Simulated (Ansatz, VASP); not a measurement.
**Ga in VASP and in Ansatz**

The input INCAR:

```
  PREC = Accurate
  ENCUT = 520
  EDIFF = 1E-7
  ISMEAR = -1
  SIGMA = 0.03
  LREAL = False
  LASPH = True
  NELM = 100
  ALGO = Normal
  ISIF = 2
  LWAVE = False
  LCHARG = False
  GGA = PS
  NBANDS = 12
```

KPOINTS

```
regular mesh
0
Gamma
  16 16 16
```

File POSCAR:

```
Ga
1.0
   -1.4086644861      1.4086644861      2.2364053700
    1.4086644861     -1.4086644861      2.2364053700
    1.4086644861      1.4086644861     -2.2364053700
Ga
1
Direct
    0.0000000000      0.0000000000      0.0000000000
```

Input for Ansatz:

```yaml
crystal:
  lattice:
    - [-1.4086644861, 1.4086644861, 2.23640537]
    - [1.4086644861, -1.4086644861, 2.23640537]
    - [1.4086644861, 1.4086644861, -2.23640537]
  atoms:
    - { symbol: Ga, position: [0.0, 0.0, 0.0] }
kpoints:
  mp_grid: { grid: [16, 16, 16] }
  band_path:
    path:
      - [0.0, 0.0, 0.0]
      - [0.0, 0.0, 0.5]
      - [0.25, 0.25, 0.25]
      - [0.0, 0.5, 0.0]
      - [0.0, 0.0, 0.0]
      - [0.5, 0.5, -0.5]
      - [0.3491868475, 0.6508131525, -0.3491868475]
      - [-0.3491868475, 0.3491868475, 0.3491868475]
      - [0.0, 0.0, 0.0]
    npoints: 5
scf:
  occupations: { method: fermi_dirac, width: 0.03 }
hamiltonian:
  xc: pbesol
  pseudopotentials: { kind: all_electron, lapw: { basis_error: 0.001 } }
output:
  forces: true
  stress: true
  eigenvalues: true
```

Change from the starting cell: volume scaled by 1.01.

Alike in both runs: task single point; functional PBEsol; k mesh 16 × 16 × 16; occupations fermi-dirac, width 0.03 eV; no spin polarisation.

|  | VASP | Ansatz |
| --- | --- | --- |
| version | VASP 6.6.1 | Ansatz 0.2.0 |
| potentials or method | VASP PAW PBE potentials, release 64 (Ga_d) | all-electron LAPW, scalar-relativistic |
| plane-wave cutoff (eV) | 520 | see its input |

```tsv
	VASP	Ansatz	Ansatz less VASP
pressure (GPa)	0.1	0.0	-0.03
largest component of the traceless stress (GPa)	0.46	0.45	-0.006
```

Ansatz ran all-electron here, so the differences hold the error of VASP's frozen core and of both bases.

Caveats: the PAW data sets were made with another functional, which shifts forces and pressure a little (VASP).
